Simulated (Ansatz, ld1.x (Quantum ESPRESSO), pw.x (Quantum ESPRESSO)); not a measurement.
## Al (bcc): variants of one ultrasoft potential in the solid

- Element: aluminium (Al)
- Generator: ld1.x (Quantum ESPRESSO) 7.5
- Type: ultrasoft
- Functional: PBE
- Relativity: scalar-relativistic
- Frozen core: [Ne]
- Valence charge: 3
- Reference configuration: 3s2 3p1
- Partial waves: 3s (bound): rcut 1.70, rcutus 1.90 bohr; 3s channel at 1 Ry: rcut 1.70, rcutus 1.90 bohr; 3p (bound): rcut 1.50, rcutus 1.85 bohr; 3p channel at 3.9 Ry: rcut 1.50, rcutus 1.85 bohr; 3d channel at 0.35 Ry: rcut 1.60, rcutus 1.95 bohr
- Local potential: all-electron potential smoothed inside 1.80 bohr (lloc = -1)
- Core correction: none
- Augmentation charge: PSQ, radius 1.65 bohr

Crystal test: bcc Al in pw.x 7.5, no spin, 14³ k-points, Fermi–Dirac smearing 0.01 Ry, cutoffs set for each file from its atomic test. The reference is all-electron LAPW (Ansatz 0.2.0) with the same functional, mesh and smearing; V0 and B0 come from Birch–Murnaghan fits to the pressures at five volumes. Errors are pseudo minus all-electron; Δ is the rms difference of the E(V) curves that follow from these fits, minima aligned, over ±6 % about the mean V0. Mesh and smearing are coarse, so the numbers serve the comparison and aren't converged zero-temperature values; the lattice is a test structure that the element need not adopt.

All-electron: a0 = 3.237 Å (V0 = 16.96 Å³/atom), B0 = 68.4 GPa.

1 further variants are left out: they gave no file fit for a test, a broken result, the same result as the base, or pressures whose basis-set error rivals the error shown.

| change | cutoffs (Ry) | pw.x | a0 (Å) | a0 error (%) | B0 error (%) | Δ (meV/atom) | mean pressure error (GPa) |
| --- | --- | --- | --- | --- | --- | --- | --- |
| base | 40/320 | converged | 3.250 | +0.40 | -1.7 | 3.1 | +0.85 |
| reference 3s2 3p0.5 | 40/320 | converged | 3.253 | +0.48 | -2.1 | 3.7 | +1.03 |
| type TM; waves now 3s (bound): rc 1.90 bohr; 3d channel at 0.35 Ry: rc 1.95 bohr; 3p (bound): rc 1.85 bohr; local potential the p channel | 40/160 | converged | 3.250 | +0.40 | -1.9 | 3.0 | +0.82 |
| wave 3d channel at 0.35 Ry: rcut 1.60, rcutus 1.95 bohr becomes 3d channel at 0.35 Ry: rc 1.95 bohr; local potential the d channel | 40/320 | converged | 3.250 | +0.39 | -1.7 | 2.9 | +0.82 |

(1) Give the row for: augmentation PSQ, inside the norm-conserving radii.

Answers

(1) pw.x: converged; mean pressure error (GPa): +0.85; a0 (Å): 3.250; a0 error (%): +0.41; B0 error (%): -2.1; Δ (meV/atom): 3.1.
